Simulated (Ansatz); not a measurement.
## Ca: stationary points along a deformation path

These are results of Ansatz, DFT PBE, scalar-relativistic, plane waves, PAW, not measurements. The runs took a 420 eV cutoff, a Γ-centred 18×18×18 mesh and Gaussian smearing (0.15 eV). No spin polarisation. Energies are free energies at this smearing, counted from the undisturbed cell; pressure is positive in compression.

The starting cell (as given, not relaxed at this level; it stands at -0.2 GPa; this bcc form isn't the usual structure):

```
Ca
1.0
    -2.20520    2.20520    2.19611
     2.20520   -2.20520    2.19611
     2.20520    2.20520   -2.19611
Ca
1
Direct
  0.50000 0.50000 0.00000
```

At fixed volume and fractional coordinates, lengths along (0.000, 0.000, 1.000) are scaled against those across it; ρ is that ratio over its starting value. V = 42.718 Å³/atom. Δσ is the stress along the axis less the mean stress across it (compression positive).

```csv
ρ,ΔE (meV/atom),Δσ (GPa),space group
0.800,33.2,2.88,I4/mmm
0.850,10.7,1.37,I4/mmm
0.920,0.6,0.23,I4/mmm
0.960,-0.1,0.01,I4/mmm
1.000,0.0,-0.01,I4/mmm
1.050,-0.4,0.11,I4/mmm
1.100,-1.9,0.23,I4/mmm
1.200,-6.4,0.35,I4/mmm
```

How does the stress give the slope of the energy, and where is the energy stationary?

Along the path d ln(length) is 2/3 d ln ρ on the axis and −1/3 d ln ρ across it, so dE/d ln ρ = −(2/3) V Δσ: the energy falls with ρ where Δσ is positive. Δσ vanishes or changes sign at ρ = 0.960 (I4/mmm), a minimum at -0.1 meV/atom; at ρ = 1.000 (I4/mmm), a stationary point at 0.0 meV/atom. Pairs of stationary points between two samples would go unseen, and could change a minimum read from distant neighbours into a maximum.

Integrate that slope from ρ = 1 to 0.850 by the trapezoid rule.

With V/N in Å³ and 1 eV/Å³ = 160.2 GPa the slopes at ρ = 1.000, 0.960, 0.920, 0.850 are 1, -1, -40, -244 meV/atom per unit of ln ρ. The steps add (0.0) + 0.9 + 11.3 = 12.1 meV/atom, against 10.7 from the energies; the trapezoid rule misses the curvature of the slope within each step.

Is the start the lowest point of the path?

No: ρ = 1.200 lies 6.4 meV/atom lower, with no sampled rise above the start on the way. Volume and inner coordinates are held, so a relaxed structure there would lie lower still.

In a metal these slopes depend on the k mesh and the smearing.